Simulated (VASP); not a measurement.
Write the native input for VASP 6.6.1 that does the following.

```yaml
Task: single point
Functional: PBEsol
Potentials_or_basis: VASP PAW PBE potentials, release 64 (Ti_sv, H)
Cutoff: 520 eV
k_mesh: 18 × 18 × 8
Occupations: gaussian, width 0.1 eV
Spin: no spin polarisation
Dipole_correction: no
Further_INCAR_settings: ALGO = Fast; EDIFF = 1e-07; NBANDS = 21
```

The structure of TiH lies in POSCAR:

```
TiH
1.0
    3.0594446698      0.0000000000      0.0000000000
   -1.5297223349      2.6495568055      0.0000000000
    0.0000000000      0.0000000000      5.2801365408
Ti H
2 2
Direct
    0.0000000000      0.0000000000      0.0000000000
    0.0000000000      0.0000000000      0.5000000000
    0.6666666700      0.3333333300      0.7500000000
    0.3333333300      0.6666666700      0.2500000000
```

The cell comes from a database or a generator and needn't be the stable form of this composition.

The cell isn't the ideal one: functional PBEsol, strained and moved within the space group.

The input as run:

INCAR

```
ALGO = Fast ; EDIFF = 1E-7
ENCUT = 520 ; GGA = PS
ISIF = 2 ; ISMEAR = 0
LASPH = T ; LCHARG = F
LREAL = F ; LWAVE = F
NBANDS = 21 ; NELM = 100
PREC = Accurate ; SIGMA = 0.1
```

KPOINTS

```
k-points
0
Gamma
  18 18 8
```

Potentials or basis: VASP PAW PBE potentials, release 64 (Ti_sv, H).

Run with:

```console
$ cat potpaw_PBE.64/Ti_sv/POTCAR potpaw_PBE.64/H/POTCAR > POTCAR
$ mpirun -np 1 vasp_std > vasp.out
```

It gave:

| Quantity | Value |
| --- | --- |
| Pressure | -15.8 GPa |
| Band gap on the k mesh | none (metal or under the smearing width) |

Caveat: so large a pressure means that the cell lies far from this level's equilibrium, or that cutoff or potentials fall short; the potentials were made for another functional, which shifts forces and pressure.

Wall time 5.9 min on 1 thread of Intel(R) Xeon(R) Platinum 8259CL CPU @ 2.50GHz (Skylake/Cascade Lake), on a shared host, peak memory 0.27 GiB.
